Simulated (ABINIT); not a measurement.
# Ni (Fm-3m) in ABINIT: convergence with nband

Aim: find how far nband must go before the results for Ni settle, at PBE. This setting moves, with any that are tied to it; all else stays.

Program: ABINIT 10.8.3 (patched build). These are calculated values, not measurements. Logs are shortened: lines on timing, memory, paths and dates and some standing lists are left out, and cuts for length are marked. The log counts tension as positive stress, the text compression.

## 1. The crystal as given

The structure is cubic, space group Fm-3m (No. 225). Conventional cell: a = 3.475 Å, b = 3.475 Å, c = 3.475 Å, α = 90.00°, β = 90.00°, γ = 90.00°. Ni (site symmetry m-3m) is surrounded by 12 Ni at 2.46 Å.

## 2. With nband 10

File run.abi:

```
# Pseudopotentials
pp_dirpath "./"
pseudos "28_Ni_18_1.7_2.2_pbe_n_v1.0.psp8"

# Structure
acell 3*1.0 Angstrom
rprim
     0.0000000000     1.7375729330     1.7375729330
     1.7375729330     0.0000000000     1.7375729330
     1.7375729330     1.7375729330     0.0000000000
ntypat 1
znucl 28
natom 1
typat 1
xred
     0.0000000000     0.0000000000     0.0000000000

# Plane-wave basis
ecut 35.0

# k points
kptopt 1
ngkpt 13 13 13
nshiftk 1
shiftk 0.0 0.0 0.0

# Exchange and correlation
ixc 11

# Bands and occupations
nband 10
occopt 7
tsmear 0.05 eV

# Spin
nsppol 2
spinat
     0.0000000000     0.0000000000     1.0000000000

# SCF cycle
nstep 100
tolvrs 1.0e-10

# Output
iomode 3
prtwf 0
prtden 0
prteig 0
prtebands 0
enunit 1
```

Potentials or basis: SPMS NC PBE v1.0.

Started as:

```console
abinit run.abi > log 2>&1
```

run.abo:

```text
.Version 10.8.3 of ABINIT
 Symmetries : space group Fm -3 m (#225); Bravais cF (face-center cubic)
================================================================================
 Values of the parameters that define the memory need of the present run
     intxc =       0    ionmov =       0      iscf =       7    lmnmax =       6
     lnmax =       6     mgfft =      27  mpssoang =       3    mqgrid =    3001
     natom =       1  nloc_mem =       1    nspden =       2   nspinor =       1
    nsppol =       2      nsym =      48    n1xccc =    2501    ntypat =       1
    occopt =       7   xclevel =       2
       mpw =         708          nfft =       19683          nkpt =          84
================================================================================
================================================================================

--------------------------------------------------------------------------------
------------- Echo of variables that govern the present computation ------------
--------------------------------------------------------------------------------
 -outvars: echo values of preprocessed input variables --------
            acell      1.8897261259E+00  1.8897261259E+00  1.8897261259E+00 Bohr
              amu      5.86900000E+01
             ecut      3.50000000E+01 Hartree
           enunit           1
                       outvar_i_n : Printing only first  50 k-points.
              ixc          11
                       outvar_i_n : Printing only first  50 k-points.
         kptrlatt       13    0    0      0   13    0      0    0   13
          kptrlen      6.03670926E+01
            natom           1
            nband          10
            ngfft          27      27      27
             nkpt          84
           nspden           2
           nsppol           2
            nstep         100
             nsym          48
           ntypat           1
                       prtocc : prtvol=0, do not print more k-points.
                       1.000000  1.000000  1.000000  1.000000  1.000000  1.000000
                       1.000000  1.000000  1.000000  0.000000
                       1.000000  1.000000  1.000000  1.000000  1.000000  1.000000
                       1.000000  1.000000  1.000000  0.000000
                       1.000000  1.000000  1.000000  1.000000  1.000000  1.000000
                       1.000000  1.000000  1.000000  0.000000
                       1.000000  1.000000  1.000000  1.000000  1.000000  1.000000
                       1.000000  1.000000  1.000000  0.000000
                       1.000000  1.000000  1.000000  1.000000  1.000000  1.000000
                       1.000000  1.000000  1.000000  0.000000
                       1.000000  1.000000  1.000000  1.000000  1.000000  1.000000
                       1.000000  1.000000  1.000000  0.000000
                       1.000000  1.000000  1.000000  1.000000  1.000000  1.000000
                       1.000000  1.000000  1.000000  0.000000
                       1.000000  1.000000  1.000000  1.000000  1.000000  1.000000
                       1.000000  1.000000  1.000000  0.000000
[... 192 lines left out ...]
force_length_stats: {min:   0.00000000E+00, max:   0.00000000E+00, mean:   0.00000000E+00, }
...

 Integrated electronic and magnetization densities in atomic spheres:
 ------------------------------------------------------------------------------------------------------------
 Radius=ratsph(iatom), smearing ratsm=  0.0000. Diff(up-dn)=approximate z local magnetic moment.
    Atom    Radius    up_density   dn_density  Total(up+dn)  Diff(up-dn)
    1 Ni   2.00000     8.532498     7.875918     16.408416     0.656580
 ------------------------------------------------------------------------------------------------------------
  Sum:                 8.532498     7.875918     16.408416     0.656580
 Total magnetization (from the atomic spheres):                0.656580
 Total magnetization (exact up - dn):                          0.617814

================================================================================

 ----iterations are completed or convergence reached----

 Mean square residual over all n,k,spin=   96.134E-11; max=  66.259E-08
 reduced coordinates (array xred) for    1 atoms
       0.000000000000      0.000000000000      0.000000000000
 rms dE/dt=  0.0000E+00; max dE/dt=  0.0000E+00; dE/dt below (all hartree)
    1       0.000000000000      0.000000000000      0.000000000000

 cartesian coordinates (angstrom) at end:
    1      0.00000000000000     0.00000000000000     0.00000000000000

 cartesian forces (hartree/bohr) at end:
    1     -0.00000000000000    -0.00000000000000    -0.00000000000000
 frms,max,avg= 0.0000000E+00 0.0000000E+00   0.000E+00  0.000E+00  0.000E+00 h/b

 cartesian forces (eV/Angstrom) at end:
    1     -0.00000000000000    -0.00000000000000    -0.00000000000000
 frms,max,avg= 0.0000000E+00 0.0000000E+00   0.000E+00  0.000E+00  0.000E+00 e/A
 length scales=  1.889726125908  1.889726125908  1.889726125908 bohr
              =  1.000000000000  1.000000000000  1.000000000000 angstroms
 Fermi (or HOMO) energy (eV) =  13.24836   Average Vxc (eV)= -14.39563
 Eigenvalues (   eV  ) for nkpt=  84  k points, SPIN UP:
 kpt#   1, nband= 10, wtk=  0.00046, kpt=  0.0000  0.0000  0.0000 (reduced coord)
 -90.37845  -50.72283  -50.72283  -50.72283    3.99308   10.71214   10.71214   10.71214
  11.97358   11.97358
 prteigrs : prtvol=0 or 1, do not print more k-points.

 Eigenvalues (   eV  ) for nkpt=  84  k points, SPIN DOWN:
 kpt#   1, nband= 10, wtk=  0.00046, kpt=  0.0000  0.0000  0.0000 (reduced coord)
 -89.83719  -49.99401  -49.99401  -49.99401    3.95191   11.44503   11.44503   11.44503
  12.55705   12.55705
 prteigrs : prtvol=0 or 1, do not print more k-points.

--- !EnergyTerms
iteration_state     : {dtset: 1, }
comment             : Components of total free energy in Hartree
kinetic             :  6.43183716171864E+01
hartree             :  3.61984542820921E+01
xc                  : -1.87788927720141E+01
Ewald energy        : -1.13101765479556E+02
psp_core            :  5.15537835960567E+00
local_psp           : -1.19148570288249E+02
non_local_psp       : -1.09169429307030E+01
internal            : -1.56273967211639E+02
'-kT*entropy'       : -7.36153458165633E-05
total_energy        : -1.56274040826984E+02
total_energy_eV     : -4.25243328516328E+03
band_energy         : -1.37672881174000E+01
...

 Cartesian components of stress tensor (hartree/bohr^3)
  sigma(1 1)= -2.63292894E-04  sigma(3 2)=  0.00000000E+00
  sigma(2 2)= -2.63292894E-04  sigma(3 1)=  0.00000000E+00
  sigma(3 3)= -2.63292894E-04  sigma(2 1)=  0.00000000E+00

-Cartesian components of stress tensor (GPa)         [Pressure=  7.7463E+00 GPa]
- sigma(1 1)= -7.74634437E+00  sigma(3 2)=  0.00000000E+00
- sigma(2 2)= -7.74634437E+00  sigma(3 1)=  0.00000000E+00
- sigma(3 3)= -7.74634437E+00  sigma(2 1)=  0.00000000E+00

== END DATASET(S) ==============================================================
================================================================================

 -outvars: echo values of variables after computation  --------
            acell      1.8897261259E+00  1.8897261259E+00  1.8897261259E+00 Bohr
           etotal     -1.5627404083E+02
            fcart     -0.0000000000E+00 -0.0000000000E+00 -0.0000000000E+00
            rprim      0.0000000000E+00  1.7375729330E+00  1.7375729330E+00
                       1.7375729330E+00  0.0000000000E+00  1.7375729330E+00
                       1.7375729330E+00  1.7375729330E+00  0.0000000000E+00
           strten     -2.6329289362E-04 -2.6329289362E-04 -2.6329289362E-04
                       0.0000000000E+00  0.0000000000E+00  0.0000000000E+00
 Calculation completed.
```

Run time: 32 s. Hardware: 1 thread of Arm Neoverse V2, shared host; peak memory 0.07 GiB.

Results:

| Property | Result |
| --- | --- |
| Free energy | -4252.4333 eV |
| Pressure | 7.7 GPa |
| Band gap on the k mesh | none (metal or under the smearing width) |
| Net moment | 0.62 μB per cell |
| Site moments | Ni +0.66 μB |
| Valence electrons inside the program's atomic spheres | Ni 16.41 (radii [1.0584] Å) |

## 3. With nband 11

Edit run.abi of step 2 so:

```diff
@@ -30,3 +30,3 @@
 # Bands and occupations
-nband 10
+nband 11
 occopt 7
```

Potentials or basis: SPMS NC PBE v1.0.

Started as:

```console
abinit run.abi > log 2>&1
```

Wall time 33 s (1 thread of Arm Neoverse V2, shared host); peak memory 0.07 GiB.

The run converged. Its results:

| Quantity | Value |
| --- | --- |
| Free energy | -4252.4333 eV |
| Pressure | 7.7 GPa |
| Band gap on the k mesh | none (metal or under the smearing width) |
| Net moment | 0.62 μB per cell |
| Site moments | Ni +0.66 μB |
| Valence electrons inside the program's atomic spheres | Ni 16.41 (radii [1.0584] Å) |

## 4. With nband 12

Edit run.abi of step 3 so:

```diff
@@ -30,3 +30,3 @@
 # Bands and occupations
-nband 11
+nband 12
 occopt 7
```

Started as:

```console
abinit run.abi > log 2>&1
```

It took 33 s on 1 thread of Arm Neoverse V2, shared host; peak memory 0.07 GiB.

Results (log left out):

```yaml
Free_energy: -4252.4333 eV
Pressure: 7.7 GPa
Band_gap_on_the_k_mesh: none (metal or under the smearing width)
Net_moment: 0.62 μB per cell
Site_moments: Ni +0.66 μB
Valence_electrons_inside_the_program's_atomic_spheres: Ni 16.41 (radii [1.0584] Å)
```

## 5. With nband 14

Edit run.abi of step 4 so:

```diff
@@ -30,3 +30,3 @@
 # Bands and occupations
-nband 12
+nband 14
 occopt 7
```

Started as:

```console
abinit run.abi > log 2>&1
```

Wall time 39 s (1 thread of Arm Neoverse V2, shared host); peak memory 0.08 GiB.

Results (log left out):

```
Free energy                                           : -4252.4333 eV
Pressure                                              : 7.7 GPa
Band gap on the k mesh                                : none (metal or under the smearing width)
Net moment                                            : 0.62 μB per cell
Site moments                                          : Ni +0.66 μB
Valence electrons inside the program's atomic spheres : Ni 16.41 (radii [1.0584] Å)
```

## 6. With nband 18

Edit run.abi of step 5 so:

```diff
@@ -30,3 +30,3 @@
 # Bands and occupations
-nband 14
+nband 18
 occopt 7
```

Potentials or basis: SPMS NC PBE v1.0.

Started as:

```console
abinit run.abi > log 2>&1
```

Run time: 51 s. Hardware: 1 thread of Arm Neoverse V2, shared host; peak memory 0.09 GiB.

Results (log left out):

* Free energy: -4252.4333 eV
* Pressure: 7.7 GPa
* Band gap on the k mesh: none (metal or under the smearing width)
* Net moment: 0.62 μB per cell
* Site moments: Ni +0.66 μB
* Valence electrons inside the program's atomic spheres: Ni 16.41 (radii [1.0584] Å)

## 7. With nband 24

Edit run.abi of step 6 so:

```diff
@@ -30,3 +30,3 @@
 # Bands and occupations
-nband 18
+nband 24
 occopt 7
```

Started as:

```console
abinit run.abi > log 2>&1
```

It took 69 s on 1 thread of Arm Neoverse V2, shared host; peak memory 0.09 GiB.

The run converged. Its results:

```
Free energy                                           : -4252.4333 eV
Pressure                                              : 7.7 GPa
Band gap on the k mesh                                : none (metal or under the smearing width)
Net moment                                            : 0.62 μB per cell
Site moments                                          : Ni +0.66 μB
Valence electrons inside the program's atomic spheres : Ni 16.41 (radii [1.0584] Å)
```

## 8. Summary

```csv
nband,"energy less the tightest run, at zero smearing (meV/atom)",SCF cycles,CPU time (s),peak memory (GiB)
10,0.00,12,32,0.07
11,0.00,11,33,0.07
12,0.00,10,33,0.07
14,0.00,10,39,0.08
18,0.00,10,51,0.09
24,0.00,10,69,0.09
```

Against the tightest run, the energy stays within 1 meV/atom from 10 on. The tightest run that finished is the yardstick and may itself not be fully converged.
